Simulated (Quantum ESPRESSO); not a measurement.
# SiC (Moissanite 6O SiC) under changes of volume

One of the cells (10.346 Å³/atom); the others are scaled copies at fixed shape and fractional positions:

```xyz
12
Lattice="1.5389 -2.6675 0.0000 1.5389 2.6675 0.0000 0.0000 0.0000 15.1219" Properties=species:S:1:pos:R:3 pbc="T T T"
Si    1.5389    1.7910   12.2300
Si    1.5389   -1.7910    4.6690
Si    1.5389    0.0037   14.7575
Si    1.5389   -0.0037    7.1965
Si    1.5389   -1.7750    9.7083
Si    1.5389    1.7750    2.1473
C     1.5389    1.7552   10.3313
C     1.5389   -1.7552    2.7703
C     1.5389   -1.8139    7.8377
C     1.5389    1.8139    0.2767
C     1.5389   -0.0213   12.8491
C     1.5389    0.0213    5.2881
```

| Quantity | Value |
| --- | --- |
| Program | Quantum ESPRESSO 7.5 |
| Functional | PBE |
| Potentials or basis | SSSP 1.3 efficiency PBE |
| Cutoff | 748 eV |
| Density cutoff | 5987 eV |
| k mesh | 10 × 10 × 2 |
| Occupations | fermi-dirac, width 0.05 eV |
| Spin | no spin polarisation |

| volume (Å³/atom) | energy over the lowest point (meV/atom) | pressure (GPa) | gap on the mesh (eV) | largest force (eV/Å) |
| --- | --- | --- | --- | --- |
| 9.725 | 45.19 | 19.4 | 1.86 | 0.826 |
| 9.932 | 23.83 | 13.6 | 1.86 | 0.792 |
| 10.139 | 9.61 | 8.3 | 1.87 | 0.760 |
| 10.346 | 1.86 | 3.6 | 1.88 | 0.730 |
| 10.553 | 0.00 | -0.8 | 1.88 | 0.701 |
| 10.760 | 3.46 | -4.7 | 1.89 | 0.674 |
| 10.967 | ? | ? | ? | ? |

Q: What does the run at 10.967 Å³/atom give?

A: Energy over the lowest point 11.76 meV/atom; pressure -8.3 GPa; gap on the mesh 1.89 eV; largest force 0.648 eV/Å.

Worked out: A Birch-Murnaghan fit of order 3 (a polynomial in V^(-2/3)) to the other rows has its minimum at 10.52 Å³/atom with B0 = V·E''(V) = 213 GPa and B' = 3.9 at fixed shape and positions, which overstates the stiffness. It gives 11.77 meV/atom at 10.967 Å³/atom, against the run's 11.76, and -dE/dV = -8.2 GPa, against -8.3. A straight line through the other rows of the gap, of slope 0.311 eV per unit of ln V, extrapolates to 1.89 eV, against the run's 1.89.

Energies are extrapolated to zero smearing.

A mesh can miss the band edges.
